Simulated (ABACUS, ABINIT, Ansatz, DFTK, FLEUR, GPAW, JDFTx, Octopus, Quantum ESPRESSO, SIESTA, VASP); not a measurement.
## V: 11 runs at one level of theory

```
V
1.0
    -1.51435    1.51435    1.51435
     1.51435   -1.51435    1.51435
     1.51435    1.51435   -1.51435
V
1
Direct
  0.00000 0.00000 0.00000
```

Alike in all runs: task single point; functional PBE; k mesh 12 × 12 × 12; occupations fermi-dirac, width 0.05 eV; collinear spin, ferromagnetic start; no spin-orbit coupling. Pressure is positive in compression and, in plane waves, holds the error of the finite cutoff.

```csv
program and potentials,plane-wave cutoff (eV),notes,band gap (eV),pressure (GPa),net moment per atom (μB)
"SIESTA, files PseudoDojo sr-pbe-0.4.1-standard, DZP (energy shift 0.003 Ry; two zetas on semicore shells)",-,atomic basis,no gap,-5.08,0.00
"Ansatz, all-electron LAPW, scalar-relativistic",-,-,no gap,-5.42,0.00
"VASP, PBE PAW files V_sv, 520 eV",520,-,no gap,-5.17,0.00
"Quantum ESPRESSO, SSSP 1.3 efficiency PBE",748,-,no gap,-5.53,0.00
"DFTK, PseudoDojo SR PBE 0.4.1 standard (PBE)",1143,-,no gap,-5.34,0.00
"JDFTx, PseudoDojo-SR-PBE-0.5-standard",1143,-,no gap,-5.25,0.00
"Octopus, pseudodojo_pbe (PseudoDojo 0.5, PBE)",-,-,no gap,-,0.00
"GPAW, GPAW PAW data sets (gpaw-data 1.2.1)",600,-,no gap,-4.30,0.00
"FLEUR, all-electron, FLAPW",-,-,no gap,-,0.00
"ABINIT, JTH PAW PBE v2.0",408,-,?,?,?
"ABACUS, PseudoDojo NC SR 0.4.1 PBE standard, plane waves",1143,-,no gap,-5.27,0.00
```

Question: Estimate from the other rows what the run with ABINIT, JTH PAW PBE v2.0 gave.

Answer: No band gap; pressure -4.87 GPa; net moment per atom 0.00 μB. The other rows, which needn't bracket it: pressure -5.53 to -4.30; net moment per atom 0.00.
